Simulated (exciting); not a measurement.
# Mo (Im-3m) in exciting: single point with PBE

Aim: the single point of Mo with PBE.

All numbers are computed with exciting (release sodium); they aren't measurements. Logs are shortened: lines on timing, memory, paths and dates and some standing lists are left out, and cuts for length are marked.

### Step 1. The crystal as given

It takes space group Im-3m (No. 229, cubic). Conventional cell: a = 3.168 Å, b = 3.168 Å, c = 3.168 Å, α = 90.00°, β = 90.00°, γ = 90.00°. Around Mo (site symmetry m-3m) lie 8 Mo at 2.74 Å.

### Step 2. Single point, PBE

input.xml reads:

```xml
<input>
  <title>Mo</title>
  <structure speciespath="./" tshift="false">
    <crystal scale="1">
      <basevect>-2.992965190616 2.992965190616 2.992965190616</basevect>
      <basevect>2.992965190616 -2.992965190616 2.992965190616</basevect>
      <basevect>2.992965190616 2.992965190616 -2.992965190616</basevect>
    </crystal>
    <species speciesfile="Mo.xml" rmt="2.3">
      <atom coord="0.000000000000 0.000000000000 0.000000000000"/>
    </species>
  </structure>
  <groundstate do="fromscratch" ngridk="12 12 12" rgkmax="9" gmaxvr="14" lmaxapw="10" lmaxmat="10" lmaxvr="8" xctype="GGA_PBE" stype="Gaussian" swidth="0.00091873" nempty="12" ValenceRelativity="iora*" epsengy="1e-05" epspot="1e-05" maxscl="60" tforce="true" outputlevel="normal"/>
</input>
```

Potentials or basis: all-electron LAPW+lo, shipped species files, valence relativity iora*.

Command:

```sh
OMP_NUM_THREADS=1 exciting_smp
```

INFO.OUT:

```text
================================================================================
EXCITING SODIUM started
[... 10 lines left out ...]

 Lattice vectors (cartesian) :
     -2.9929651906      2.9929651906      2.9929651906
      2.9929651906     -2.9929651906      2.9929651906
      2.9929651906      2.9929651906     -2.9929651906

 Reciprocal lattice vectors (cartesian) :
     -0.0000000000      1.0496589347      1.0496589347
      1.0496589347     -0.0000000000      1.0496589347
      1.0496589347      1.0496589347     -0.0000000000

 Unit cell volume                           :     107.2420207815
 Brillouin zone volume                      :       2.3129945858

 Species :    1 (Mo)
     parameters loaded from                 :    Mo.xml
     name                                   :    molybdenum
     nuclear charge                         :     -42.00000000
     electronic charge                      :      42.00000000
     atomic mass                            :  174887.92120000
     muffin-tin radius                      :       2.30000000
     # of radial points in muffin-tin       :     400

     atomic positions (lattice) :
       1 :   0.00000000  0.00000000  0.00000000

 Total number of atoms per unit cell        :       1

 Spin treatment                             :    spin-unpolarised

 Number of Bravais lattice symmetries       :      48
 Number of crystal symmetries               :      48

 k-point grid                               :      12   12   12
 Total number of k-points                   :      72
 k-point set is reduced with crystal symmetries

 R^MT_min * |G+k|_max (rgkmax)              :       9.00000000
 Species with R^MT_min                      :       1 (Mo)
 Maximum |G+k| for APW functions            :       3.91304348
 Maximum |G| for potential and density      :      14.00000000

 G-vector grid sizes                        :      24    24    24
 Total number of G-vectors                  :    4921

 Maximum angular momentum used for
     APW functions                          :      10
     computing H and O matrix elements      :      10
     potential and density                  :       8
     inner part of muffin-tin               :       2

 Total nuclear charge                       :     -42.00000000
 Total electronic charge                    :      42.00000000
 Total core charge                          :      28.00000000
 Total valence charge                       :      14.00000000

 Number of empty states                     :      12
 Total number of valence states             :      20

 Maximum Hamiltonian size                   :     129
 Maximum number of plane-waves              :     116
 Total number of local-orbitals             :      13

 Exchange-correlation type                  :      20
     Perdew-Burke-Ernzerhof, Phys. Rev. Lett. 77, 3865 (1996)
     Generalised gradient approximation (GGA)

 Smearing scheme                            :    Gaussian
 Smearing width                             :       0.00091873

 Using multisecant Broyden potential mixing
[... 16 lines left out ...]
+ SCF iteration number :    1                                                  +
++++++++++++++++++++++++++++++++++++++++++++++++++++++++++++++++++++++++++++++++
 Total energy                               :     -4041.66702643
 _______________________________________________________________
 Fermi energy                               :         0.52996088
 Kinetic energy                             :      4203.40789895
 Coulomb energy                             :     -8121.37478406
 Exchange energy                            :      -121.49320461
 Correlation energy                         :        -2.20693671

 DOS at Fermi energy (states/Ha/cell)       :        24.87801955

 Electron charges :
     core                                   :        28.00000000
     core leakage                           :         0.00000359
     valence                                :        14.00000000
     interstitial                           :         2.60228208
     charge in muffin-tin spheres :
                  atom     1    Mo          :        39.39771792
     total charge in muffin-tins            :        39.39771792
     total charge                           :        42.00000000

++++++++++++++++++++++++++++++++++++++++++++++++++++++++++++++++++++++++++++++++
+ SCF iteration number :    2                                                  +
++++++++++++++++++++++++++++++++++++++++++++++++++++++++++++++++++++++++++++++++
 Total energy                               :     -4046.06243609
 _______________________________________________________________
 Fermi energy                               :         0.51818665
 Kinetic energy                             :      4200.81606266
 Coulomb energy                             :     -8123.07001131
 Exchange energy                            :      -121.60227761
 Correlation energy                         :        -2.20620982

 DOS at Fermi energy (states/Ha/cell)       :        13.58794091

 Electron charges :
     core                                   :        28.00000000
     core leakage                           :         0.00000346
     valence                                :        14.00000000
     interstitial                           :         2.51258574
     charge in muffin-tin spheres :
                  atom     1    Mo          :        39.48741426
     total charge in muffin-tins            :        39.48741426
     total charge                           :        42.00000000
[... 225 lines left out ...]
 RMS change in effective potential (target) :  0.498905E-08  ( 0.100000E-04)
 Absolute change in total energy   (target) :  0.707051E-05  ( 0.100000E-04)
 Charge distance                   (target) :  0.489591E-08  ( 0.100000E-04)
 Abs. change in max-nonIBS-force   (target) :   0.00000      ( 0.500000E-04)

++++++++++++++++++++++++++++++++++++++++++++++++++++++++++++++++++++++++++++++++
+ SCF iteration number :   11                                                  +
++++++++++++++++++++++++++++++++++++++++++++++++++++++++++++++++++++++++++++++++
 Total energy                               :     -4049.59091789
 _______________________________________________________________
 Fermi energy                               :         0.50431438
 Kinetic energy                             :      4198.32930897
 Coulomb energy                             :     -8124.01783100
 Exchange energy                            :      -121.69701814
 Correlation energy                         :        -2.20537771

 DOS at Fermi energy (states/Ha/cell)       :        10.72098484

 Electron charges :
     core                                   :        28.00000000
     core leakage                           :         0.00000339
     valence                                :        14.00000000
     interstitial                           :         2.41474660
     charge in muffin-tin spheres :
                  atom     1    Mo          :        39.58525340
     total charge in muffin-tins            :        39.58525340
     total charge                           :        42.00000000

 RMS change in effective potential (target) :  0.570828E-09  ( 0.100000E-04)
 Absolute change in total energy   (target) :  0.302089E-06  ( 0.100000E-04)
 Charge distance                   (target) :  0.207634E-09  ( 0.100000E-04)
 Abs. change in max-nonIBS-force   (target) :   0.00000      ( 0.500000E-04)

++++++++++++++++++++++++++++++++++++++++++++++++++++++++++++++++++++++++++++++++
| Convergency criteria checked for the last 2 iterations                       +
| Convergence targets achieved. Performing final SCF iteration                 +
++++++++++++++++++++++++++++++++++++++++++++++++++++++++++++++++++++++++++++++++
 Total energy                               :     -4049.59091773
 _______________________________________________________________
 Fermi energy                               :         0.50431438
 Kinetic energy                             :      4198.32930901
 Coulomb energy                             :     -8124.01783089
 Exchange energy                            :      -121.69701813
 Correlation energy                         :        -2.20537771

 DOS at Fermi energy (states/Ha/cell)       :        10.72098437

 Electron charges :
     core                                   :        28.00000000
     core leakage                           :         0.00000339
     valence                                :        14.00000000
     interstitial                           :         2.41474660
     charge in muffin-tin spheres :
                  atom     1    Mo          :        39.58525340
     total charge in muffin-tins            :        39.58525340
     total charge                           :        42.00000000

++++++++++++++++++++++++++++++++++++++++++++++++++++++++++++++++++++++++++++++++
+ Self-consistent loop stopped                                                 +
++++++++++++++++++++++++++++++++++++++++++++++++++++++++++++++++++++++++++++++++
 STATE.OUT is written

--------------------------------------------------------------------------------
- Writing atomic positions and forces                                          -
--------------------------------------------------------------------------------

 Atomic positions (lattice) :
 atom     1  Mo  :     0.00000000    0.00000000    0.00000000

 Total atomic forces including IBS (cartesian) :
 atom     1  Mo  :     0.00000000    0.00000000    0.00000000

 Atomic force components including IBS (cartesian) :
 atom     1  Mo  :     0.00000000    0.00000000    0.00000000   HF force
                 :     0.00000000    0.00000000    0.00000000   core correction
                 :     0.00000000    0.00000000    0.00000000   IBS correction

********************************************************************************
[... 7 lines left out ...]
| EXCITING SODIUM stopped                                                      =
================================================================================
```

Run time: 19 s. Hardware: 1 thread of Arm Neoverse V2, shared host; peak memory 0.09 GiB.

What came out:

| Property | Result |
| --- | --- |
| Free energy | -110194.9827 eV |
| Band gap on the k mesh | none (metal or under the smearing width) |
| All electrons inside the program's atomic spheres | Mo 39.59 (radii Mo 2.3 bohr) |

### Step 3. The reference run

An earlier run on the cell as given: functional PBE; potentials or basis all-electron LAPW+lo, shipped species files, valence relativity iora*; rgkmax 9; k mesh 12 × 12 × 12; occupations fermi-dirac, width 0.05 eV; no spin polarisation.

- Band gap on the k mesh: none (metal or under the smearing width)
- All electrons inside the program's atomic spheres: Mo 39.59 (radii Mo 2.3 bohr)
